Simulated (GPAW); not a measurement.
The system is Mo.

```
Mo
1.0
    -1.58381    1.58381    1.58381
     1.58381   -1.58381    1.58381
     1.58381    1.58381   -1.58381
Mo
1
Direct
  0.00000 0.00000 0.00000
```

```yaml
Program: GPAW 26.7.0
Task: relaxation of cell and atoms
Functional: r2SCAN
Potentials_or_basis: GPAW PAW data sets (gpaw-data 1.2.1)
Cutoff: 600 eV
Basis: pw
k_mesh: 12 × 12 × 12
Occupations: fermi-dirac, width 0.05 eV
Spin: no spin polarisation
```

At the start: pressure -3.6 GPa; volume 15.89 Å³/atom.

Question: How do energy, volume and symmetry change on relaxing?

Answer: Over 3 steps the energy falls by 2.4 meV/atom and the volume is 15.68 Å³/atom (-1.4 %); space group Im-3m (No. 229, to 0.05 Å).

The path:
```tsv
step	energy change (eV)	largest force (eV/Å)	pressure (GPa)	volume (Å³)
1	0.0000	0.0000	-3.60	15.89
2	-0.0023	0.0000	0.45	15.65
3	-0.0024	0.0000	-0.01	15.68
```

Final structure:
```
CELL_PARAMETERS angstrom
-1.57663 1.57663 1.57663
1.57663 -1.57663 1.57663
1.57663 1.57663 -1.57663
ATOMIC_POSITIONS crystal
Mo 0.00000 0.00000 0.00000
```

Caveat: later steps reuse the first step's grids; the PAW data sets were made with another functional, which shifts forces and pressure a little.
